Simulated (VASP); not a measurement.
# TiTe2 (P-3m1) in VASP: notebook

The runs below take TiTe2 through relaxation of cell and atoms, with PBEsol.

All numbers are computed with VASP 6.6.1; they aren't measurements. Logs are shortened: lines on timing, memory, paths and dates and some standing lists are left out, and cuts for length are marked.

**1. Starting point**

The structure is trigonal, space group P-3m1 (No. 164). The conventional cell has a = 3.777 Å, b = 3.777 Å, c = 6.498 Å, α = 90.00°, β = 90.00°, γ = 120.00°. Ti (site symmetry -3m) has 6 Te at 2.77 Å as nearest neighbours. Te (site symmetry 3m) has 3 Ti at 2.77 Å as nearest neighbours.

**2. Relaxation of cell and atoms, PBEsol**

INCAR

```
ALGO     = Normal         # electronic algorithm
EDIFF    = 1E-7           # SCF threshold, eV
EDIFFG   = -0.002         # ionic threshold
ENCUT    = 520            # plane-wave cutoff, eV
GGA      = PS             # functional
IBRION   = 2              # ionic algorithm
ISIF     = 3              # what is computed and relaxed
ISMEAR   = 0              # smearing method
LASPH    = True           # aspherical terms in the spheres
LCHARG   = False          # write CHGCAR
LREAL    = False          # projectors in reciprocal space
LWAVE    = False          # write WAVECAR
NELM     = 80             # most SCF steps
NSW      = 80             # ionic steps
PREC     = Accurate       # precision mode
SIGMA    = 0.02           # smearing width, eV
```

KPOINTS

```
k-points
0
Gamma
  9 9 6
```

POSCAR

```
TiTe2
1.0
    3.7770000000      0.0000000000      0.0000000000
   -1.8885000000      3.2709779500      0.0000000000
    0.0000000000      0.0000000000      6.4980000000
Ti Te
1 2
Direct
    0.0000000000      0.0000000000      0.0000000000
    0.6666666700      0.3333333300      0.2628000000
    0.3333333300      0.6666666700      0.7372000000
```

Potentials or basis: VASP PAW PBE potentials, release 64 (Ti_sv, Te).

Started as:

```console
$ cat potpaw_PBE.64/Ti_sv/POTCAR potpaw_PBE.64/Te/POTCAR > POTCAR
$ mpirun -np 1 vasp_std > vasp.out
```

OUTCAR:

```text
EDIFF = 1E-7
   EDIFFG = -0.002
   ENCUT = 520
   GGA = PS
   IBRION = 2
   ISIF = 3
   ISMEAR = 0
   LASPH = True
   LREAL = False
   NELM = 80
   NSW = 80
   PREC = Accurate

 ion  position               nearest neighbor table
   1  0.000  0.000  0.000-   2 2.77   3 2.77   3 2.77   2 2.77   2 2.77   3 2.77
   2  0.667  0.333  0.263-   1 2.77   1 2.77   1 2.77
   3  0.333  0.667  0.737-   1 2.77   1 2.77   1 2.77

  LATTYP: Found a hexagonal cell.
 ALAT       =     3.7770000000
 C/A-ratio  =     1.7204130262

  Lattice vectors:

 A1 = (   3.7770000000,   0.0000000000,   0.0000000000)
 A2 = (  -1.8885000000,   3.2709779500,   0.0000000000)
 A3 = (   0.0000000000,   0.0000000000,   6.4980000000)

Analysis of symmetry for initial positions (statically):
=====================================================================
 Subroutine PRICEL returns:
 Original cell was already a primitive cell.

 Routine SETGRP: Setting up the symmetry group for a
 hexagonal supercell.

 Subroutine GETGRP returns: Found 12 space group operations
 (whereof 12 operations were pure point group operations)
 out of a pool of 24 trial point group operations.

The static configuration has the point symmetry D_3d.

Analysis of symmetry for dynamics (positions and initial velocities):
=====================================================================
 Subroutine PRICEL returns:
 Original cell was already a primitive cell.

 Routine SETGRP: Setting up the symmetry group for a
 hexagonal supercell.

 Subroutine GETGRP returns: Found 12 space group operations
 (whereof 12 operations were pure point group operations)
 out of a pool of 24 trial point group operations.

The dynamic configuration has the point symmetry D_3d.

 Subroutine INISYM returns: Found 12 space group operations
 (whereof 12 operations are pure point group operations),
 and found     1 'primitive' translations

----------------------------------------------------------------------------------------

                                     Primitive cell

  volume of cell :      80.2794

  direct lattice vectors                    reciprocal lattice vectors
     3.777000000  0.000000000  0.000000000     0.264760392  0.152859484  0.000000000
    -1.888500000  3.270977950  0.000000000     0.000000000  0.305718967  0.000000000
     0.000000000  0.000000000  6.498000000     0.000000000  0.000000000  0.153893506

  length of vectors
     3.777000000  3.777000000  6.498000000     0.305718967  0.305718967  0.153893506

  position of ions in fractional coordinates (direct lattice)
     0.000000000  0.000000000  0.000000000
     0.666666670  0.333333330  0.262800000
     0.333333330  0.666666670  0.737200000

  ion indices of the primitive-cell ions
   primitive index   ion index
                 1           1
                 2           2
                 3           3

----------------------------------------------------------------------------------------

 KPOINTS: k-points

Automatic generation of k-mesh.
 Grid dimensions read from file:
 generate k-points for:    9    9    6

 Generating k-lattice:

  Cartesian coordinates                     Fractional coordinates (reciprocal lattice)
     0.029417821  0.016984387  0.000000000     0.111111111 -0.000000000  0.000000000
     0.000000000  0.033968774  0.000000000     0.000000000  0.111111111  0.000000000
     0.000000000  0.000000000  0.025648918     0.000000000  0.000000000  0.166666667

  Length of vectors
     0.033968774  0.033968774  0.025648918

  Shift w.r.t. Gamma in fractional coordinates (k-lattice)
     0.000000000  0.000000000  0.000000000

 Subroutine IBZKPT returns following result:
 ===========================================

 Found     62 irreducible k-points:

 Following reciprocal coordinates:
            Coordinates               Weight
  0.000000  0.000000  0.000000      1.000000
  0.111111  0.000000  0.000000      6.000000
  0.222222  0.000000  0.000000      6.000000
  0.333333  0.000000  0.000000      6.000000
  0.444444  0.000000  0.000000      6.000000
  0.111111  0.111111  0.000000      6.000000
[... 16 lines left out ...]
  0.222222  0.111111  0.166667     12.000000
 -0.111111  0.333333  0.166667     12.000000
 [... further k-points ...]
   k-points           NKPTS =     62   k-points in BZ     NKDIM =     62   number of bands    NBANDS=     16
   number of dos      NEDOS =    301   number of ions     NIONS =      3
   total plane-waves  NPLWV =  37632
   dimension x,y,z NGX =    28 NGY =   28 NGZ =   48
   dimension x,y,z NGXF=    56 NGYF=   56 NGZF=   96
   ions per type =               1   2
   NGX,Y,Z   is equivalent  to a cutoff of  12.32, 12.32, 12.28 a.u.
   NGXF,Y,Z  is equivalent  to a cutoff of  24.65, 24.65, 24.56 a.u.
 SYSTEM =  unknown system
   PREC   = accura    normal or accurate (medium, high low for compatibility)
   ISTART =      0    job   : 0-new  1-cont  2-samecut
   ICHARG =      2    charge: 1-file 2-atom 10-const
   ISPIN  =      1    spin polarized calculation?
   LNONCOLLINEAR =      F non collinear calculations
   LSORBIT =      F    spin-orbit coupling
   LASPH  =      T    aspherical Exc in radial PAW
   ENCUT  =  520.0 eV  38.22 Ry    6.18 a.u.   7.02  7.02 12.08*2*pi/ulx,y,z
   NELM   =     80;   NELMIN=  2; NELMDL= -5     # of ELM steps
   EDIFF  = 0.1E-06   stopping-criterion for ELM
   LREAL  =      F    real-space projection
   EDIFFG = -.2E-02   stopping-criterion for IOM
   NSW    =     80    number of steps for IOM
   IBRION =      2    ionic relax: 0-MD 1-quasi-New 2-CG
   NFREE  =      1    steps in history (QN), initial steepest desc. (CG)
   ISIF   =      3    stress and relaxation
   ISYM   =      2    0-nonsym 1-usesym 2-fastsym
   POTIM  = 0.5000    time-step for ionic-motion
   TEBEG  =    0.0;   TEEND  =   0.0 temperature during run
   PSTRESS=    0.0 pullay stress
   NELECT =      24.0000    total number of electrons
   NUPDOWN=      -1.0000    fix difference up-down
   EMIN   =  10.00;   EMAX   =-10.00  energy-range for DOS
   EFERMI =   0.00;   METHOD = LEGACY
   ISMEAR =     0;   SIGMA  =   0.02  broadening in eV -4-tet -1-fermi 0-gaus
   EFERMI_NEDOS =   21; number of points for ismear=-14 and -15
   IALGO  =     38    algorithm
   IMIX   =      4    mixing-type and parameters
     AMIX     =   0.40;   BMIX     =  1.00
     AMIX_MAG =   1.60;   BMIX_MAG =  1.00
  volume/ion in A,a.u.               =      26.76       180.58
  Fermi-wavevector in a.u.,A,eV,Ry     =   1.094655  2.068597 16.303438  1.198269
  Thomas-Fermi vector in A             =   2.230964
   LORBIT       =      0    0 simple, 1 ext, 2 COOP (PROOUT), +10 PAW based schemes
   GGA     = PS    functional components
   LHFCALC =     F    Hartree Fock is set to
   AEXX    =    0.0000 exact exchange contribution
   IVDW    =     0    specifies the selected vdW correction
   LEPSILON=     F    determine dielectric tensor
   LRPA    =     F    only Hartree local field effects (RPA)
 conjugate gradient relaxation of ions
 non-spin polarized calculation
 Gauss-broadening in eV      SIGMA  =   0.02
  energy-cutoff  :      520.00
  volume of cell :       80.28
 maximum number of plane-waves:      2183
   NGX = 13   NGY = 13   NGZ = 25

--------------------------------------- Ionic step        1  -------------------------------------------

 number of electron      23.9999998 magnetization

 Free energy of the ion-electron system (eV)
  ---------------------------------------------------
  ext. energy  EPLUGINS =         0.00000000
  ---------------------------------------------------
  free energy    TOTEN  =       -17.51301692 eV

  energy without entropy =      -17.51259536  energy(sigma->0) =      -17.51280614

------------------------ aborting loop because EDIFF is reached ----------------------------------------

  FORCE on cell =-STRESS in cart. coord.  units (eV):
  Direction    XX          YY          ZZ          XY          YZ          ZX
  --------------------------------------------------------------------------------------
  -------------------------------------------------------------------------------------
  Total       -1.2838178     -1.2838178     -0.8354264      0.0000000      0.0000000      0.0000000
  in kB      -25.6218020    -25.6218020    -16.6730275      0.0000000      0.0000000      0.0000000
  external PRESSURE =     -22.6388771 kB  Pullay stress =       0.0000000 kB
[... 92 lines left out ...]
  FREE ENERGIE OF THE ION-ELECTRON SYSTEM (eV)
  ---------------------------------------------------
  free  energy   TOTEN  =       -17.5334312173 eV

  energy  without entropy=      -17.5329569379  energy(sigma->0) =      -17.53319408

[... ionic steps 4 to 13 ...]

--------------------------------------- Ionic step       14  -------------------------------------------

 number of electron      24.0000002 magnetization

------------------------ aborting loop because EDIFF is reached ----------------------------------------

  FORCE on cell =-STRESS in cart. coord.  units (eV):
  Direction    XX          YY          ZZ          XY          YZ          ZX
  --------------------------------------------------------------------------------------
  -------------------------------------------------------------------------------------
  Total        0.0620206      0.0620206      0.0772729      0.0000000      0.0000000      0.0000000
  in kB        1.3085203      1.3085203      1.6303156      0.0000000      0.0000000      0.0000000
  external PRESSURE =       1.4157854 kB  Pullay stress =       0.0000000 kB
[... 59 lines left out ...]
  energy  without entropy=      -17.5417566093  energy(sigma->0) =      -17.54200412

--------------------------------------- Ionic step       16  -------------------------------------------

 number of electron      24.0000002 magnetization

 Free energy of the ion-electron system (eV)
  ---------------------------------------------------
  ext. energy  EPLUGINS =         0.00000000
  ---------------------------------------------------
  free energy    TOTEN  =       -17.54226002 eV

  energy without entropy =      -17.54177266  energy(sigma->0) =      -17.54201634

 E-fermi :   7.3424     XC(G=0): -10.2673

 val. band max:        7.3413844515   @ k =   0.0000   0.4444   0.1667
 cond. band min:       7.3524242620   @ k =   0.3333   0.0000   0.5000
 fundamental gap:      0.0110398105
 Fermi energy:         7.3424232071

 k-point     1 :       0.0000    0.0000    0.0000
  band No.  band energies     occupation
      1     -49.7708      2.00000
      2     -26.1373      2.00000
      3     -26.1373      2.00000
      4     -26.1029      2.00000
      5      -5.3793      2.00000
      6      -3.7327      2.00000
[... 8 lines left out ...]
     15       8.6491      0.00000
     16      10.5400      0.00000
[... 420 lines left out ...]
  band No.  band energies     occupation
      1     -49.7681      2.00000
      2     -26.1706      2.00000
      3     -26.1474      2.00000
      4     -26.0946      2.00000
      5      -4.3465      2.00000
      6      -3.3857      2.00000
[... 8 lines left out ...]
     15       8.8123      0.00000
     16      10.0795      0.00000

 [... further k-points ...]

------------------------ aborting loop because EDIFF is reached ----------------------------------------

  FORCE on cell =-STRESS in cart. coord.  units (eV):
  Direction    XX          YY          ZZ          XY          YZ          ZX
  --------------------------------------------------------------------------------------
  -------------------------------------------------------------------------------------
  Total       -0.0009146     -0.0009146      0.0056749      0.0000000      0.0000000      0.0000000
  in kB       -0.0192599     -0.0192599      0.1195093      0.0000000      0.0000000      0.0000000
  external PRESSURE =       0.0269965 kB  Pullay stress =       0.0000000 kB
[... 18 lines left out ...]
  FREE ENERGIE OF THE ION-ELECTRON SYSTEM (eV)
  ---------------------------------------------------
  free  energy   TOTEN  =       -17.5422600221 eV

  energy  without entropy=      -17.5417726566  energy(sigma->0) =      -17.54201634

 reached required accuracy - stopping structural energy minimisation
```

Wall time 14 min (1 thread of Intel Xeon Platinum 8488C (Sapphire Rapids), shared host); peak memory 0.25 GiB.

What came out:

```
Free energy                            : -17.5423 eV
Relaxed volume                         : 25.36 Å³/atom
Relaxed cell                           : a = 3.698 Å, b = 3.698 Å, c = 6.424 Å, α = 90.00°, β = 90.00°, γ = 120.00°
Space group after relaxing (to 0.05 Å) : P-3m1 (No. 164)
Energy gained by relaxing              : 9.7 meV/atom
Ionic steps                            : 16
Pressure after relaxing                : 0.0 GPa
Band gap on the k mesh                 : none (metal or under the smearing width)
```

Step by step:
```tsv
step	energy change (eV)	largest force (eV/Å)	pressure (GPa)	volume (Å³)
1	0.0000	0.0977	-2.26	80.28
2	-0.0121	0.4156	1.62	75.96
3	-0.0204	0.2084	0.01	77.60
4	-0.0254	0.1375	0.00	77.22
5	-0.0276	0.0728	-0.02	76.85
6	-0.0252	0.0676	-0.01	76.10
7	-0.0279	0.0414	-0.03	76.67
8	-0.0279	0.0360	-0.03	76.64
9	-0.0283	0.0289	-0.04	76.55
10	-0.0290	0.0065	-0.04	76.28
11	-0.0287	0.0411	-0.01	75.74
12	-0.0292	0.0088	-0.03	76.09
13	-0.0292	0.0109	-0.03	76.07
14	-0.0292	0.0187	0.14	75.94
15	-0.0292	0.0014	0.03	76.03
16	-0.0292	0.0011	0.00	76.08
```

Final structure:
```xyz
3
Lattice="3.6980 0.0000 0.0000 -1.8490 3.2026 0.0000 0.0000 0.0000 6.4238" Properties=species:S:1:pos:R:3 pbc="T T T"
Ti    0.0000    0.0000    0.0000
Te    1.8490    1.0675    1.7228
Te    0.0000    2.1351    4.7010
```

Levels at points of the mesh, in eV from the Fermi level:
| k point | band 8 | band 9 | band 10 | band 11 | band 12 | band 13 | band 14 | band 15 | band 16 |
| --- | --- | --- | --- | --- | --- | --- | --- | --- | --- |
| (0.00, 0.00, 0.00) | -1.59 | -1.59 | 0.25 | 0.45 | 0.45 | 0.66 | 1.31 | 1.31 | 3.20 |
| (0.00, 0.00, 0.50) | -2.97 | -1.51 | -1.51 | 0.44 | 0.44 | 0.92 | 0.92 | 1.09 | 3.72 |

Caveat: the PAW data sets were made with another functional, which shifts forces and pressure a little; this functional lacks dispersion, which binds the layers, so the pressure and a relaxed spacing across them are unreliable. The run has no spin-orbit coupling, so splittings on Te are missing.

**3. Relaxation of cell and atoms, PBEsol**

This run uses another cell than the first one, of 25.36 Å³/atom, 0.948 times its volume.

INCAR is that of step 2.

KPOINTS is that of step 2.

POSCAR

```
TiTe2                                   
1.0
    3.6980400083      0.0000000000      0.0000000000
   -1.8490200041      3.2025965913      0.0000000000
    0.0000000000     -0.0000000000      6.4238308615
  Ti              Te            
     1     2
Direct
     0.0000000000000000    0.0000000000000000    0.0000000000000000
     0.6666666699999979    0.3333333300000021    0.2681903072638867
     0.3333333300000021    0.6666666699999979    0.7318096927361132
```

Potentials or basis: VASP PAW PBE potentials, release 64 (Ti_sv, Te).

Started as:

```console
$ cat potpaw_PBE.64/Ti_sv/POTCAR potpaw_PBE.64/Te/POTCAR > POTCAR
$ mpirun -np 1 vasp_std > vasp.out
```

OUTCAR:

```text
EDIFF = 1E-7
   EDIFFG = -0.002
   ENCUT = 520
   GGA = PS
   IBRION = 2
   ISIF = 3
   ISMEAR = 0
   LASPH = True
   LREAL = False
   NELM = 80
   NSW = 80
   PREC = Accurate

 ion  position               nearest neighbor table
   1  0.000  0.000  0.000-   2 2.74   3 2.74   3 2.74   2 2.74   2 2.74   3 2.74
   2  0.667  0.333  0.268-   1 2.74   1 2.74   1 2.74   3 3.66   3 3.66   3 3.66
   3  0.333  0.667  0.732-   1 2.74   1 2.74   1 2.74   2 3.66   2 3.66   2 3.66

  LATTYP: Found a hexagonal cell.
 ALAT       =     3.6980400083
 C/A-ratio  =     1.7370906878

  Lattice vectors:

[... 651 lines left out ...]
  --------------------------------------------------------------------------------------
  -------------------------------------------------------------------------------------
  Total       -0.0058113     -0.0058113      0.0004837     -0.0000000      0.0000000     -0.0000000
  in kB       -0.1223822     -0.1223822      0.0101865     -0.0000000      0.0000000     -0.0000000
  external PRESSURE =      -0.0781926 kB  Pullay stress =       0.0000000 kB

 VOLUME and BASIS-vectors are now :
 -----------------------------------------------------------------------------
  energy-cutoff  :      520.00
  volume of cell :       76.08
      direct lattice vectors                 reciprocal lattice vectors
     3.698040008  0.000000000  0.000000000     0.270413516  0.156123316  0.000000000
    -1.849020004  3.202596591  0.000000000     0.000000000  0.312246632  0.000000000
     0.000000000  0.000000000  6.423830861     0.000000000  0.000000000  0.155670350

 POSITION                                       TOTAL-FORCE (eV/Angst)
 -----------------------------------------------------------------------------------
      0.00000      0.00000      0.00000         0.000000      0.000000      0.000000
      1.84902      1.06753      1.72281         0.000000      0.000000      0.001156
     -0.00000      2.13506      4.70102        -0.000000      0.000000     -0.001156
 -----------------------------------------------------------------------------------
    total drift:                               -0.000000     -0.000000      0.000000

  FREE ENERGIE OF THE ION-ELECTRON SYSTEM (eV)
  ---------------------------------------------------
  free  energy   TOTEN  =       -17.5417617120 eV

  energy  without entropy=      -17.5412743536  energy(sigma->0) =      -17.54151803

 reached required accuracy - stopping structural energy minimisation
```

CONTCAR:

```text
TiTe2
   1.00000000000000
     3.6980400083000000    0.0000000000000000    0.0000000000000000
    -1.8490200041000000    3.2025965912999999    0.0000000000000000
     0.0000000000000000    0.0000000000000000    6.4238308614999999
  Ti              Te
     1     2
Direct
     0.0000000000000000    0.0000000000000000    0.0000000000000000
     0.6666666699999979    0.3333333300000021    0.2681903072638860
     0.3333333300000021    0.6666666699999979    0.7318096927361140

  0.00000000E+00  0.00000000E+00  0.00000000E+00
  0.00000000E+00  0.00000000E+00  0.00000000E+00
  0.00000000E+00  0.00000000E+00  0.00000000E+00
```

Wall time 97 s (1 thread of Intel Xeon Platinum 8488C (Sapphire Rapids), shared host); peak memory 0.23 GiB.

What came out:

- Free energy: -17.5418 eV
- Pressure after relaxing: 0.0 GPa
- Band gap on the k mesh: none (metal or under the smearing width)

Final structure:
```xyz
3
Lattice="3.6980 0.0000 0.0000 -1.8490 3.2026 0.0000 0.0000 0.0000 6.4238" Properties=species:S:1:pos:R:3 pbc="T T T"
Ti    0.0000    0.0000    0.0000
Te    1.8490    1.0675    1.7228
Te    0.0000    2.1351    4.7010
```

Caveat: the relaxation stopped at its first step, so nothing moved; the PAW data sets were made with another functional, which shifts forces and pressure a little; this functional lacks dispersion, which binds the layers, so the pressure and a relaxed spacing across them are unreliable.
